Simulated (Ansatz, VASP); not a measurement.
# Cross-check of Si53PtC54 (Pt_Si) between VASP and Ansatz

Wanted: the spread between two codes on one cell, functional and k mesh. Of the first pair: The structure shown is the start of the Ansatz relaxation below; VASP solves that cell, so the two are compared at the walk's first step.

Method: plane waves, with VASP 6.6.1 beside it; single point at r2SCAN, in Ansatz 0.2.0.

**1. The structure**

The cell holds 108 atoms: 53 Si, 54 C and 1 Pt. Cell: a = 9.236 Å, b = 9.236 Å, c = 15.108 Å, α = 90.0°, β = 90.0°, γ = 120.0°. It derives from SiC (SiC (P6_3mc)). Nearest the centre at fractional (0.667, 0.667, 0.500): Pt108 at 0.05 Å, C82 at 1.87 Å, C106 at 1.89 Å, C88 at 1.93 Å, C103 at 1.93 Å, Si29 at 3.04 Å, Si51 at 3.05 Å, Si17 at 3.05 Å.

**2. Ansatz: relaxation, r2SCAN**

Ansatz runs on its PAW soft_1 files.

The two programs are compared at the cell with which this relaxation starts, whose forces are those of its first step.

Input file input.yaml:

```yaml
crystal:
  lattice:
    - [3.07866498, 0.0, 0.0]
    - [-1.53933249, 2.66620208, 0.0]
    - [0.0, 0.0, 15.1078644]
  atoms:
    - { symbol: Si, position: [0.33333333, 0.66666667, 0.8329854] }
    - { symbol: Si, position: [0.66666667, 0.33333333, 0.3329854] }
    - { symbol: Si, position: [0.66666667, 0.33333333, 0.66650102] }
    - { symbol: Si, position: [0.33333333, 0.66666667, 0.16650102] }
    - { symbol: Si, position: [0.0, 0.0, 0.49972248] }
    - { symbol: Si, position: [0.0, 0.0, 0.99972248] }
    - { symbol: C, position: [0.0, 0.0, 0.87436694] }
    - { symbol: C, position: [0.0, 0.0, 0.37436694] }
    - { symbol: C, position: [0.33333333, 0.66666667, 0.70799668] }
    - { symbol: C, position: [0.66666667, 0.33333333, 0.20799668] }
    - { symbol: C, position: [0.66666667, 0.33333333, 0.54152848] }
    - { symbol: C, position: [0.33333333, 0.66666667, 0.04152848] }
  supercell: [3, 3, 1]
  defects: [{ substitution: { at: 100, symbol: Pt } }]
basis:
  ecutwfc: 500
  xc_grid: 2
hamiltonian:
  xc: r2scan
  pseudopotentials: { kind: paw, azcp: { folder: soft_1 } }
kpoints:
  mp_grid: { grid: [1, 1, 1], shift: [0.25, 0.25, 0.25] }
scf:
  occupations: { method: fixed }
  max_iter: 80
output:
  forces: true
  charged_corrections:
    epsilon: [7.09, 7.09, 7.35]
    static_epsilon: [10.43, 10.43, 10.95]
relax:
  f_tol: 0.02
  max_steps: 80
  random_displacement: { amplitude: 0.05, seed: 4098 }
checkpoint:
  write: "../q0.relax.run"
  compress: false
  write_wavefunctions: true
  write_every: 100000
```

The run is started by

```sh
ansatz run input.yaml --threads 4 --pin off --max-ram 15073MiB --backend cpu --events-out ev --progress --plain --runs-dir out
```

Numbers of over 12 decimals in the logs are rounded to 6 here.

The program printed:

```text
Engine: ansatz 0.2.0, aarch64-unknown-linux-gnu
Pseudopotentials: kind: paw
Pseudopotential: Si, paw, valence charge 4, recommended cutoff 500 eV (meta_gga), soft_1/Si.paw.azcp
Pseudopotential: C, paw, valence charge 4, recommended cutoff 500 eV (meta_gga), soft_1/C.paw.azcp
Pseudopotential: Pt, paw, valence charge 18, recommended cutoff 500 eV (meta_gga), soft_1/Pt.paw.azcp
Functional definition: r2SCAN
  parameter k0 = 0.174
  parameter k1 = 0.065
  parameter a1 = 4.9479
  exchange = r2scan_x(k0 = k0, k1 = k1, a1 = a1)
  correlation = r2scan_c
Crystal: 108 atoms, lattice volume = 1116.095 Å³
Basis set: ecut = 500 eV, 28399 PW (Γ), exchange–correlation on 144×144×240 points (8 copies of the dense FFT grid, shifted against one another)
Bands: 331, of which v1, the nominal top of the filled ones, is band 223 counted from 1 (222 counted from 0)
Symmetry: 1 space group operations
k-points: 1
Non-local potential: Si, projectors of the file, l = 0: 2, l = 1: 2, l = 2: 1
Non-local potential: C, projectors of the file, l = 0: 2, l = 1: 2, l = 2: 1
Non-local potential: Pt, projectors of the file, l = 0: 3, l = 1: 2, l = 2: 2, l = 3: 1
PAW form: soft (Blöchl's): semilocal exchange-correlation on the pseudo side does not see the compensation charge
PAW frozen core: Si, regenerated for the run's functional (the file was generated under x = pbe(κ = 0.804, μ = 0.219515), c = pbe(β = 0.066725))
PAW frozen core: C, regenerated for the run's functional (the file was generated under x = pbe(κ = 0.804, μ = 0.219515), c = pbe(β = 0.066725))
PAW frozen core: Pt, regenerated for the run's functional (the file was generated under x = pbe(κ = 0.804, μ = 0.219515), c = pbe(β = 0.066725))
PAW one-centre angular grid: Si, 302 points (default); XC on 160 Gauss nodes
PAW one-centre angular grid: C, 302 points (default); XC on 219 of its mesh's 2255 points in the sphere
PAW one-centre angular grid: Pt, 590 points (default); XC on 160 Gauss nodes
Initial density: superposition of atomic densities (chi_scale 0.1, normalization cell, long waves kept (reshape's long-wave potential 0.19 eV rms))
Initial wavefunctions: pseudopotential atomic-orbital guess
Functional: x = r2scan, c = r2scan; τ floored in thin density (d = 2e-4 eV/Å³)
SCF iter   1: F=—  HF=-60088.665796 eV  |F-HF|=—  |Δ(HF+E_count)|=         —  Δρ=1.39e-1  dr2=2.92e2  dr2_τ=2.98e1  ethr=3.10e-3  ⟨swp⟩=5.0  Hψ=1125  notcnv=0  defer=104
preconditioner: auto → Resta (q_TF=auto, 2.342 Å⁻¹)  ε∞=4.0  [insulator: Δε(μ)=0.158 eV  Ē_g=13.537 eV  n_scr=244 (ndim 8)  ℏωp=23.3 eV  f_vac=0.000  ε∞_Penn≈4.0]
SCF iter   2: F=—  HF=-60025.477470 eV  |F-HF|=—  |Δ(HF+E_count)|=    6.32e1  Δρ=5.51e-2  dr2=3.92e1  dr2_τ=7.96e0  ethr=3.10e-3  ⟨swp⟩=5.0  Hψ=903  notcnv=0  defer=106
SCF iter   3: F=—  HF=-60023.884942 eV  |F-HF|=—  |Δ(HF+E_count)|=    1.59e0  Δρ=2.88e-2  dr2=8.45e0  dr2_τ=1.30e0  ethr=3.10e-3  ⟨swp⟩=5.0  Hψ=577  notcnv=0  defer=106
SCF iter   4: F=—  HF=-60024.756330 eV  |F-HF|=—  |Δ(HF+E_count)|=   8.71e-1  Δρ=1.33e-2  dr2=1.75e0  dr2_τ=1.47e-1  ethr=1.90e-3  ⟨swp⟩=3.0  Hψ=467  notcnv=0  defer=106
SCF iter   5: F=—  HF=-60024.838993 eV  |F-HF|=—  |Δ(HF+E_count)|=   8.27e-2  Δρ=1.09e-2  dr2=1.51e0  dr2_τ=1.45e-1  ethr=3.92e-4  ⟨swp⟩=3.0  Hψ=456  notcnv=0  defer=106
SCF iter   6: F=—  HF=-60024.809780 eV  |F-HF|=—  |Δ(HF+E_count)|=   2.92e-2  Δρ=4.78e-3  dr2=2.60e-1  dr2_τ=1.59e-2  ethr=3.38e-4  ⟨swp⟩=3.0  Hψ=344  notcnv=0  defer=106
SCF iter   7: F=—  HF=-60024.788978 eV  |F-HF|=—  |Δ(HF+E_count)|=   2.08e-2  Δρ=3.56e-3  dr2=1.39e-1  dr2_τ=4.64e-3  ethr=5.82e-5  ⟨swp⟩=2.0  Hψ=232  notcnv=0  defer=106
SCF iter   8: F=—  HF=-60024.775805 eV  |F-HF|=—  |Δ(HF+E_count)|=   1.32e-2  Δρ=1.85e-3  dr2=4.24e-2  dr2_τ=1.96e-3  ethr=3.13e-5  ⟨swp⟩=3.0  Hψ=453  notcnv=0  defer=106
SCF iter   9: F=—  HF=-60024.771978 eV  |F-HF|=—  |Δ(HF+E_count)|=   3.83e-3  Δρ=1.34e-3  dr2=1.45e-2  dr2_τ=1.10e-3  ethr=9.50e-6  ⟨swp⟩=3.0  Hψ=456  notcnv=0  defer=106
SCF iter  10: F=—  HF=-60024.771907 eV  |F-HF|=—  |Δ(HF+E_count)|=   7.10e-5  Δρ=6.77e-4  dr2=5.05e-3  dr2_τ=5.40e-4  ethr=3.25e-6  ⟨swp⟩=2.0  Hψ=455  notcnv=0  defer=106
SCF iter  11: F=—  HF=-60024.771189 eV  |F-HF|=—  |Δ(HF+E_count)|=   7.18e-4  Δρ=4.88e-4  dr2=2.22e-3  dr2_τ=6.83e-5  ethr=1.13e-6  ⟨swp⟩=2.0  Hψ=332  notcnv=0  defer=101
SCF iter  12: F=—  HF=-60024.771077 eV  |F-HF|=—  |Δ(HF+E_count)|=   1.12e-4  Δρ=8.12e-5  dr2=7.51e-5  dr2_τ=3.10e-6  ethr=4.97e-7  ⟨swp⟩=1.0  Hψ=230  notcnv=0  defer=101
SCF iter  13: F=-60024.771076 eV  HF=-60024.771079 eV  |F-HF|=2.80e-6  |Δ(HF+E_count)|=   2.05e-6  Δρ=2.19e-5  dr2=5.52e-6  dr2_τ=3.08e-7  ethr=2.24e-9  ⟨swp⟩=3.0  Hψ=1120  notcnv=0
SCF 1 converged in 13 iterations: F = -60024.771076 eV  dr2 = 5.52e-6
[...]
- { symbol: Si, position: [0.223084, 0.112275, 0.665886] }
    - { symbol: Si, position: [0.110226, 0.221148, 0.166313] }
    - { symbol: Si, position: [0.00353216, 0.00649118, 0.500825] }
    - { symbol: Si, position: [0.000486332, -0.000368523, 0.999958] }
    - { symbol: C, position: [0.00199087, 0.000519574, 0.875061] }
    - { symbol: C, position: [-0.00222732, -0.000893246, 0.375046] }
    - { symbol: C, position: [0.113005, 0.223859, 0.708070] }
    - { symbol: C, position: [0.220293, 0.109034, 0.207448] }
    - { symbol: C, position: [0.223337, 0.113267, 0.541362] }
    - { symbol: C, position: [0.111202, 0.221895, 0.041577] }
    - { symbol: Si, position: [0.111956, 0.555753, 0.832733] }
    - { symbol: Si, position: [0.220715, 0.443637, 0.332502] }
    - { symbol: Si, position: [0.223671, 0.446087, 0.666022] }
    - { symbol: Si, position: [0.110157, 0.554543, 0.166247] }
    - { symbol: Si, position: [0.00109798, 0.337398, 0.499622] }
    - { symbol: Si, position: [0.000250721, 0.332763, 0.999570] }
    - { symbol: C, position: [0.00115537, 0.333315, 0.874378] }
    - { symbol: C, position: [-0.00136677, 0.333844, 0.374309] }
    - { symbol: C, position: [0.112235, 0.556619, 0.707814] }
    - { symbol: C, position: [0.221038, 0.443684, 0.207768] }
    - { symbol: C, position: [0.223609, 0.445696, 0.541153] }
    - { symbol: C, position: [0.111030, 0.554981, 0.041459] }
    - { symbol: Si, position: [0.113576, 0.889837, 0.834134] }
    - { symbol: Si, position: [0.220635, 0.777356, 0.333256] }
    - { symbol: Si, position: [0.223953, 0.779669, 0.667390] }
    - { symbol: Si, position: [0.109797, 0.887127, 0.166276] }
    - { symbol: Si, position: [0.00155541, 0.669983, 0.500411] }
    - { symbol: Si, position: [-5.8131783856552044e-5, 0.665673, 0.999517] }
    - { symbol: C, position: [0.00105745, 0.666487, 0.874451] }
    - { symbol: C, position: [-0.00187573, 0.666766, 0.375070] }
    - { symbol: C, position: [0.115596, 0.891607, 0.710376] }
    - { symbol: C, position: [0.220802, 0.776577, 0.208235] }
    - { symbol: C, position: [0.224665, 0.780315, 0.542264] }
    - { symbol: C, position: [0.110749, 0.887806, 0.041553] }
    - { symbol: Si, position: [0.445474, 0.222653, 0.833037] }
    - { symbol: Si, position: [0.554031, 0.108800, 0.332368] }
    - { symbol: Si, position: [0.556870, 0.112673, 0.666408] }
    - { symbol: Si, position: [0.442484, 0.219024, 0.165227] }
    - { symbol: Si, position: [0.333721, 0.00260386, 0.499682] }
    - { symbol: Si, position: [0.333594, -0.000887682, 0.999814] }
    - { symbol: C, position: [0.335261, 0.000498006, 0.875275] }
    - { symbol: C, position: [0.331950, -0.000334336, 0.374276] }
    - { symbol: C, position: [0.445323, 0.223026, 0.708009] }
    - { symbol: C, position: [0.554131, 0.109242, 0.207572] }
    - { symbol: C, position: [0.556019, 0.111755, 0.541638] }
    - { symbol: C, position: [0.443993, 0.220866, 0.040933] }
    - { symbol: Si, position: [0.445647, 0.555951, 0.832867] }
    - { symbol: Si, position: [0.549072, 0.436279, 0.329838] }
[...]
- { symbol: Si, position: [0.776041, 0.553575, 0.166052] }
    - { symbol: Si, position: [0.665498, 0.331419, 0.497651] }
    - { symbol: Si, position: [0.666778, 0.332663, 0.999469] }
[...]
- { symbol: C, position: [0.888173, 0.446924, 0.541150] }
    - { symbol: C, position: [0.777656, 0.554931, 0.041337] }
    - { symbol: Si, position: [0.779683, 0.890476, 0.834062] }
    - { symbol: Si, position: [0.887203, 0.776746, 0.333161] }
    - { symbol: Si, position: [0.893742, 0.783986, 0.669453] }
    - { symbol: Si, position: [0.776772, 0.888040, 0.166453] }
    - { symbol: Pt, position: [0.673340, 0.668707, 0.501271] }
    - { symbol: Si, position: [0.666897, 0.666122, 0.999633] }
    - { symbol: C, position: [0.667983, 0.667106, 0.874506] }
    - { symbol: C, position: [0.657027, 0.655841, 0.365770] }
    - { symbol: C, position: [0.781104, 0.893032, 0.709876] }
    - { symbol: C, position: [0.886748, 0.776141, 0.207902] }
    - { symbol: C, position: [0.911209, 0.798832, 0.548084] }
    - { symbol: C, position: [0.777828, 0.888458, 0.041663] }
```

In the SCF lines HF is the Harris–Foulkes energy and dr2 the Hartree energy of the density residual, in eV; the loop may stop once dr2 is under the threshold and the program's other checks hold. Hψ counts applications of the Hamiltonian.

**3. VASP: single point, r2SCAN, start cell, pair 1**

The same cell, functional and mesh now go to VASP, with its own data sets.

Lines of VASP's logs that name or quote its potential files are left out, and so is its time.

Input file INCAR:

```
SYSTEM = Si53PtC54
PREC = Accurate
ENCUT = 580
EDIFF = 1E-06
NELM = 120
ISMEAR = 0
SIGMA = 0.01
LREAL = Auto
ALGO = Normal
METAGGA = R2SCAN
LASPH = .TRUE.
NBANDS = 296
LORBIT = 11
LWAVE = .FALSE.
LCHARG = .FALSE.
ISIF = 2
ISYM = 0
GGA_COMPAT = .FALSE.
EFERMI = MIDGAP
LMIXTAU = .TRUE.
NCORE = 2
```

Input file POSCAR:

```
Si53PtC54
1.0
    9.2359949282      0.0000000000      0.0000000000
   -4.6179974641      7.9986062370      0.0000000000
    0.0000000000      0.0000000000     15.1078644027
Si C Pt
53 54 1
Direct
    0.1146973166      0.2268411453      0.8308963905
    0.2203207666      0.1131640905      0.3304226108
[... 2 atom lines left out ...]
    0.0033511056      0.9983639650      0.5016478040
[... 2 atom lines left out ...]
    0.2248526565      0.4427921434      0.3353775798
    0.2242569489      0.4494134220      0.6645119212
[... 7 atom lines left out ...]
    0.9946701935      0.6614468625      0.4989802529
[... 5 atom lines left out ...]
    0.3332717234      0.0037327753      0.4973437542
[... 2 atom lines left out ...]
    0.5591610806      0.4418763589      0.3333969558
    0.5611818745      0.4449053866      0.6663903469
[... 1 atom line left out ...]
    0.3390105932      0.3370996046      0.5009862942
[... 2 atom lines left out ...]
    0.5545585430      0.7822124023      0.3317286856
    0.5539690369      0.7815195316      0.6649006592
[... 1 atom line left out ...]
    0.3286669961      0.6625067972      0.5016204672
[... 2 atom lines left out ...]
    0.8868651120      0.1066021973      0.3306975008
    0.8846880000      0.1050411753      0.6661583485
[... 1 atom line left out ...]
    0.6661912049      0.0049226076      0.4987542117
[... 2 atom lines left out ...]
    0.8833904669      0.4393904258      0.3336877315
    0.8863049002      0.4474156989      0.6680138060
[... 1 atom line left out ...]
    0.6708695419      0.3340351957      0.5020180085
[... 2 atom lines left out ...]
    0.8938183504      0.7782433358      0.3346126802
    0.8827408009      0.7741464971      0.6660094195
[... 3 atom lines left out ...]
    0.0050979787      0.0054540752      0.3736500308
[... 2 atom lines left out ...]
    0.2277406194      0.1164035299      0.5413908797
[... 5 atom lines left out ...]
    0.2211719459      0.4397906205      0.5435956917
[... 2 atom lines left out ...]
    0.9983587816      0.6614392362      0.3760816121
    0.1113859454      0.8844690925      0.7062161610
[... 1 atom line left out ...]
    0.2256370837      0.7808596667      0.5441701607
[... 3 atom lines left out ...]
    0.4435200266      0.2270316785      0.7085687768
[... 1 atom line left out ...]
    0.5499287470      0.1060897330      0.5420347828
[... 2 atom lines left out ...]
    0.3365517941      0.3389810574      0.3729690610
    0.4437730493      0.5510825098      0.7101012237
    0.5510912049      0.4459893254      0.2078101124
    0.5554003917      0.4448896338      0.5382354371
[... 2 atom lines left out ...]
    0.3377882620      0.6650968734      0.3744001038
    0.4467090407      0.8856690516      0.7064356494
    0.5519637834      0.7791411173      0.2098958473
    0.5505275582      0.7784299934      0.5411820481
[... 2 atom lines left out ...]
    0.6726720023      0.0028393697      0.3734535769
[... 2 atom lines left out ...]
    0.8890976972      0.1164376608      0.5406631793
[... 2 atom lines left out ...]
    0.6706926407      0.3312060778      0.3744245281
    0.7836522738      0.5602409804      0.7083680866
[... 1 atom line left out ...]
    0.8869446568      0.4385741586      0.5405658128
[... 2 atom lines left out ...]
    0.6703266655      0.6700856176      0.3718659931
    0.7793655624      0.8917543618      0.7109364841
    0.8843899104      0.7786077743      0.2093139649
    0.8887732330      0.7726191060      0.5426353971
[... 1 atom line left out ...]
    0.6671492140      0.6644230060      0.4967933124
```

Input file KPOINTS:

```
Points of the shifted mesh
1
Reciprocal
 0.2500000000  0.2500000000  0.2500000000 1
```

PAW data sets: Si, C and Pt (PBE family, release 64).

The run is started by

```sh
mpirun -np 8 vasp_std
```

The program printed:

```text
[banner, memory and clock lines left out]
running    8 mpi-ranks, on    1 nodes
[...]
|                                                                             |
|               ----> ADVICE to this user running VASP <----                  |
|                                                                             |
|     You enforced a specific xc type in the INCAR file but a different       |
|     [... a line on the potential file left out ...]
|     I HOPE YOU KNOW WHAT YOU ARE DOING!                                     |
|                                                                             |

 LDA part: xc-table for (None), standard interpolation
 POSCAR, INCAR and KPOINTS ok, starting setup
[...]
entering main loop
       N       E                     dE             d eps       ncg     rms          rms(c)
DAV:   1     0.124943955608E+04    0.12494E+04   -0.22201E+05   592   0.152E+03
DAV:   2    -0.107216155823E+04   -0.23216E+04   -0.21997E+04   712   0.260E+02
DAV:   3    -0.124286735310E+04   -0.17071E+03   -0.16873E+03   728   0.647E+01
DAV:   4    -0.124681234894E+04   -0.39450E+01   -0.39266E+01   712   0.107E+01
[...]
DAV:  24    -0.108017189879E+04   -0.10322E-05   -0.54804E-06   552   0.496E-03    0.248E-02
DAV:  25    -0.108017190181E+04   -0.30201E-05   -0.10103E-06   344   0.210E-03    0.194E-02
DAV:  26    -0.108017190199E+04   -0.17822E-06   -0.25675E-06   352   0.210E-03
   1 F= -.10801719E+04 E0= -.10801708E+04  d E =-.215499E-02
```

Parts of OUTCAR (step 3):

```text
  FREE ENERGIE OF THE ION-ELECTRON SYSTEM (eV)
  ---------------------------------------------------
  free  energy   TOTEN  =     -1080.1719019911 eV

  energy  without entropy=    -1080.1697469964  energy(sigma->0) =    -1080.17082449
```

The run ends at a pressure of 2.14 GPa, with forces up to 5.2 eV/Å.

**4. Side by side**

Known differences besides the potentials themselves: VASP keeps PBE cores, Ansatz makes them for the functional; fixed occupations in Ansatz, narrow Gaussian smearing in VASP; the data sets hold 446 valence electrons in Ansatz (on its PAW soft_1 files) and 438 in VASP; the cutoff is 500 eV in Ansatz and 580 eV in VASP (PREC = Accurate, projectors in real space). Total energies have different zeros and are not compared.

Forces on 7 of the 108 atoms, those with the largest forces and the largest differences (eV/Å; atoms numbered as in POSCAR):

| atom | Ansatz x, y, z | VASP x, y, z |
| --- | --- | --- |
| Si28 | -1.508, 1.227, -1.012 | -1.500, 1.222, -1.006 |
| C81 | 2.229, -0.492, 0.358 | 2.218, -0.484, 0.361 |
| C82 | -0.084, -4.847, 1.532 | -0.097, -4.897, 1.616 |
| C88 | -1.104, 1.863, 0.916 | -1.212, 1.853, 0.981 |
| C103 | -0.284, -1.241, -3.464 | -0.225, -1.168, -3.608 |
| C106 | 2.488, 4.142, 1.151 | 2.557, 4.134, 1.126 |
| Pt108 | -1.211, 1.668, 0.761 | -1.183, 1.660, 0.820 |

The forces differ by 16 meV/Å r.m.s., which is 1.6 % of the r.m.s. force of 0.978 eV/Å (both taken over all components).

**5. Ansatz: relaxation, r2SCAN**

This run makes the geometry at which the two programs are then compared.

The structure compared here is the end of the Ansatz relaxation.

input.yaml is that of step 2.

The run is started by

```sh
ansatz run input.yaml --threads 4 --pin off --max-ram 15073MiB --backend cpu --events-out ev --progress --plain --runs-dir out
```

The program printed:

```text
[...]
Crystal: 108 atoms, lattice volume = 1116.095 Å³
Basis set: ecut = 500 eV, 28399 PW (Γ), exchange–correlation on 144×144×240 points (8 copies of the dense FFT grid, shifted against one another)
Bands: 331, of which v1, the nominal top of the filled ones, is band 223 counted from 1 (222 counted from 0)
Symmetry: 1 space group operations
k-points: 1
[...]
SCF iter   1: F=—  HF=-60088.665796 eV  |F-HF|=—  |Δ(HF+E_count)|=         —  Δρ=1.39e-1  dr2=2.92e2  dr2_τ=2.98e1  ethr=3.10e-3  ⟨swp⟩=5.0  Hψ=1125  notcnv=0  defer=104
[...]
- { symbol: C, position: [-0.00136677, 0.333844, 0.374309] }
[...]
- { symbol: Si, position: [0.887203, 0.776746, 0.333161] }
    - { symbol: Si, position: [0.893742, 0.783986, 0.669453] }
    - { symbol: Si, position: [0.776772, 0.888040, 0.166453] }
    - { symbol: Pt, position: [0.673340, 0.668707, 0.501271] }
    - { symbol: Si, position: [0.666897, 0.666122, 0.999633] }
[...]
- { symbol: C, position: [0.781104, 0.893032, 0.709876] }
    - { symbol: C, position: [0.886748, 0.776141, 0.207902] }
    - { symbol: C, position: [0.911209, 0.798832, 0.548084] }
    - { symbol: C, position: [0.777828, 0.888458, 0.041663] }
```

[end of part 1 of 2]

[Lines on the potential files, build, host, timing and source positions are cut from VASP's logs without a mark.]

[Logs are printed without paths, hosts, clocks, repeated set-up lines and the standing remarks that a program may print on its own settings, such as how far it seeks lower states.]

[Hosts, paths, dates, database ids (printed as entryN), source tags and the programs' standing remarks are cut or masked in the printed files.]
